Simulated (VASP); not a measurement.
An input for Ansatz (written as the equivalent of a VASP run, and not itself run):

Ansatz 0.2 input:
```yaml
crystal:
  lattice:
    - [0.0000000, 3.0700000, 3.0700000]
    - [3.0700000, 0.0000000, 3.0700000]
    - [3.0700000, 3.0700000, 0.0000000]
  atoms:
    - { symbol: Al, position: [0.0000000, 0.0000000, 0.0000000] }
    - { symbol: Sb, position: [0.2500000, 0.2500000, 0.2500000] }
kpoints:
  mp_grid: { grid: [6, 6, 6] }
hamiltonian:
  xc: pbe
  pseudopotentials: { kind: paw }
scf:
  occupations: { method: gaussian, width: 0.05 }
  max_iter: 100
output: { forces: true, stress: true, eigenvalues: true }
```

Task: Translate this input to VASP (INCAR, KPOINTS, POSCAR, choice of POTCAR).

Result: One answer among several that fit: 
INCAR:
```
SYSTEM = AlSb
PREC = Accurate
ENCUT = 400
EDIFF = 1E-6
NELM = 100
ALGO = Normal
LREAL = .FALSE.
LASPH = .TRUE.
ISMEAR = 0
SIGMA = 0.05
GGA = PE
LMAXMIX = 4
LWAVE = .FALSE.
LCHARG = .FALSE.
ISIF = 2
```

File KPOINTS:
```
Automatic mesh
0
Gamma
6 6 6
0 0 0
```

### POSCAR
```
AlSb
1
    0.0000000000     3.0700000000     3.0700000000
    3.0700000000     0.0000000000     3.0700000000
    3.0700000000     3.0700000000     0.0000000000
Al Sb
1 1
Direct
  0.0000000000   0.0000000000   0.0000000000
  0.2500000000   0.2500000000   0.2500000000
```

POTCAR, in this order: Al Sb (PBE.64 set). Program: vasp_std.

What does not carry over: each code has its own PAW files, so the cut-off isn't converted (ENCUT is set for VASP's; basis.ecutwfc is left out, and Ansatz then takes the one that its files recommend); Ansatz stops its SCF on the density residual and VASP on the energy change (EDIFF).

The compound is AlSb in the zinc blende structure. The cell was not relaxed at this level.
